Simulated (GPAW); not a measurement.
CoO:

```
Co O
1.0
     0.00000    2.13150    2.13150
     2.13150    0.00000    2.13150
     2.13150    2.13150    0.00000
Co O
1 1
Cartesian
  0.0000 0.0000 0.0000
  2.1315 2.1315 2.1315
```

Base run:

* Program: GPAW 26.7.0
* Functional: PBEsol
* Potentials or basis: PAW data sets generated in the run's folder for this functional
* Cutoff: 800 eV
* Basis: pw
* k mesh: 11 × 11 × 11
* Occupations: fermi-dirac, width 0.05 eV
* Spin: collinear spin, ferromagnetic start
* Starting moments: [2.0, 0.0] μB

Its results: pressure -10.0 GPa; net moment 2.96 μB per cell; site moments Co +2.53; O +0.25 μB.

Question: The run is repeated on the same cell with these changes: hubbard terms from none to Co d U = 4 eV. What comes out?

Answer: Pressure -7.4 GPa; net moment 3.00 μB per cell; site moments Co +2.70; O +0.19 μB.

Caveats: a cell with one magnetic atom can't hold antiferromagnetic order, which such compounds often take.
